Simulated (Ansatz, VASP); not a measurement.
**P: VASP beside Ansatz**

```
CELL_PARAMETERS angstrom
3.25406 0.00000 0.00000
-1.62703 2.81809 0.00000
0.00000 0.00000 28.00000
ATOMIC_POSITIONS crystal
P 0.33333 0.66667 0.52224
P 0.66667 0.33333 0.47776
```

The cell was built by a generator and needn't be a form met in nature.

Alike in both runs: functional PBE; dispersion D3(BJ); k mesh 9 × 9 × 1; occupations gaussian, width 0.02 eV; no spin polarisation.

Ansatz relaxed the structure, and its values are those at the end. VASP's run is a single point on that final structure, the one shown.

|  | VASP | Ansatz |
| --- | --- | --- |
| version | VASP 6.6.1 | Ansatz 0.2.0 |
| potentials or method | VASP PAW PBE potentials, release 64 (P) | scalar-relativistic, plane waves, PAW |
| plane-wave cutoff (eV) | 520 | 420 |
| valence electrons in the cell | 10 | 10 |

|  | VASP | Ansatz | Ansatz less VASP |
| --- | --- | --- | --- |
| gap on the k mesh at the Fermi level (eV) | 2.00 | 1.99 | -0.004 |
| least direct gap on the mesh (eV) | 2.27 | 2.23 | -0.046 |
| rms of the force components (eV/Å) | 0.053 | 0.000 | -0.0525 |

Expect the measured gap to be larger: semilocal functionals such as PBE lack the derivative discontinuity.
